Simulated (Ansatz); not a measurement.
NiO: relaxation of cell and atoms with BLYP

NiO:

```xyz
2
Lattice="0.0000 2.0859 2.0859 2.0859 0.0000 2.0859 2.0859 2.0859 0.0000" Properties=species:S:1:pos:R:3 pbc="T T T"
Ni    0.0000    0.0000    0.0000
O     2.0859    2.0859    2.0859
```

* Program: Ansatz 0.2.0
* Task: relaxation of cell and atoms
* Functional: BLYP
* Potentials or basis: Ansatz PAW
* Cutoff: 420 eV (not typed: the program's choice for these potentials)
* k mesh: 11 × 11 × 11
* Occupations: fermi-dirac, width 0.05 eV
* Spin: collinear spin, ferromagnetic start
* Starting moments: [1.0, 0.0] μB

```json
{"Relaxed volume": "9.80 Å³/atom", "Relaxed cell": "a = 3.027 Å, b = 3.027 Å, c = 3.027 Å, α = 60.00°, β = 60.00°, γ = 60.00°", "Space group after relaxing (to 0.05 Å)": "Fm-3m (No. 225)", "Energy gained by relaxing": "29.4 meV/atom", "Ionic steps": "8", "Pressure after relaxing": "0.0 GPa", "Net moment": "1.86 μB per cell", "Absolute moment": "1.87 μB per cell", "Site moments": "Ni +1.49; O +0.32 μB"}
```

The path:
```tsv
step	energy change (eV)	largest force (eV/Å)	volume (Å³)
1	0.0000	0.0000	18.15
2	-0.0355	0.0000	18.75
3	-0.0484	0.0000	19.49
4	-0.0483	0.0000	19.51
5	-0.0585	0.0000	19.51
6	-0.0583	0.0000	19.60
7	-0.0583	0.0000	19.60
8	-0.0589	0.0000	19.60
```

Final structure:
```
CELL_PARAMETERS angstrom
0.00000 2.14014 2.14014
2.14014 0.00000 2.14014
2.14014 2.14014 0.00000
ATOMIC_POSITIONS crystal
Ni 0.00000 0.00000 0.00000
O 0.50000 0.50000 0.50000
```

Run time: 12 s on 2 threads of Arm Neoverse V1, on a shared host, peak memory 0.32 GiB.

Caveat: the plane-wave basis is chosen anew once the cell has moved, so the energies of steps on either side of that aren't comparable; the pressure holds a Pulay correction of +0.8 GPa for the finite cutoff; a cell with one magnetic atom can't hold antiferromagnetic order, which such compounds often take; the PAW data sets come from PBE, with cores solved anew for the run's functional, which leaves a small shift of forces and pressure. BLYP gives volumes clearly too large for solids.
